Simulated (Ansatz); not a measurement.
# TiAl (P4/mmm): electronic heat capacity and spin susceptibility from the density of states

Level of theory: DFT PBE, scalar-relativistic, plane waves, PAW (Ansatz).

Cutoff 420 eV; k points 14×14×10 on the computed 2-atom cell (Γ-centred); Gaussian smearing, width 0.10 eV; no spin polarisation.

Relaxed cell: P4/mmm, a = 2.822 Å, b = 2.822 Å, c = 4.077 Å, α = 90.00°, β = 90.00°, γ = 90.00°, 2 atoms in the primitive cell. Whether it is the stable form of this composition wasn't checked.

The density of states at the Fermi level is 1.747 states/eV in the cell of 2 atoms (1 formula unit; both spins, tetrahedra on a 21×21×15 mesh).

Problem. What Sommerfeld coefficient and Pauli susceptibility does this give?

Solution. Per formula unit N(E_F) = 1.747 states/eV. γ = (π²/3) k_B² N(E_F) N_A = 2.357 mJ/(mol K²) per state/eV, so γ = 4.1 mJ/(mol K²), a mole of formula units. χ_P = μ_B² N(E_F) N_A = 3.23×10⁻⁵ emu/mol per state/eV gives 5.6×10⁻⁵ emu/mol. This is the bare band result: a measured γ of the same phase is as a rule larger by a factor 1 + λ from phonons and spin fluctuations, the spin part of χ is larger by the Stoner factor, and a measured χ also holds orbital and core terms. N(E_F) at one energy is sensitive to the mesh where the density of states has sharp peaks.

Cost: 1 run of about 0.22 core-minutes, on AMD EPYC 9R45 (Zen 5) (shared hosts).